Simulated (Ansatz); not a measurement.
## Ge: random displacements

Computed with DFT PBEsol, scalar-relativistic, plane waves, PAW (Ansatz). Cutoff 420 eV, Γ-centred 8×8×8 k-points, Gaussian smearing of 0.15 eV. No spin polarisation. Energies are free energies at this smearing, counted from the undisturbed cell; pressure is positive in compression.

Reference structure (relaxed at this level; this form isn't the usual structure):

```xyz
8
Lattice="-3.4697 3.4697 3.4697 3.4697 -3.4697 3.4697 3.4697 3.4697 -3.4697" Properties=species:S:1:pos:R:3 pbc="T T T"
Ge    1.0265    4.4961   -1.0265
Ge   -1.0265    1.0265    4.4961
Ge    4.4961   -1.0265    1.0265
Ge    2.4432    2.4432    2.4432
Ge   -1.0265    2.4432    1.0265
Ge    1.0265   -1.0265    2.4432
Ge    2.4432    1.0265   -1.0265
Ge    1.0265    1.0265    1.0265
```

The atoms are displaced (Å, in the unstrained cell):

```csv
atom,ux,uy,uz
Ge1,0.017,-0.037,0.017
Ge2,0.004,-0.003,0.016
Ge3,0.016,-0.021,-0.008
Ge4,0.014,0.018,0.050
Ge5,-0.013,0.029,-0.042
Ge6,0.004,0.004,-0.051
Ge7,-0.012,-0.009,-0.002
Ge8,-0.030,0.020,0.021
```

The cell is not strained.

(1) What are the energy change, the stress and the forces?

## Answers

(1) ΔE = 5.3 meV/atom; stress (xx, yy, zz, yz, xz, xy; compression positive) (-0.28, -0.01, 0.14, 0.16, -0.13, -0.71) GPa.
| atom | Fx (eV/Å) | Fy | Fz |
| --- | --- | --- | --- |
| Ge1 | -0.05 | 0.27 | -0.23 |
| Ge2 | 0.15 | -0.11 | -0.13 |
| Ge3 | -0.26 | 0.12 | 0.18 |
| Ge4 | 0.14 | -0.22 | -0.40 |
| Ge5 | -0.15 | -0.20 | 0.22 |
| Ge6 | -0.24 | -0.07 | 0.26 |
| Ge7 | 0.11 | 0.03 | 0.23 |
| Ge8 | 0.30 | 0.18 | -0.13 |

Cost: 1 run of about 1.3 core-minutes, on AMD EPYC 9R45 (Zen 5) (shared hosts).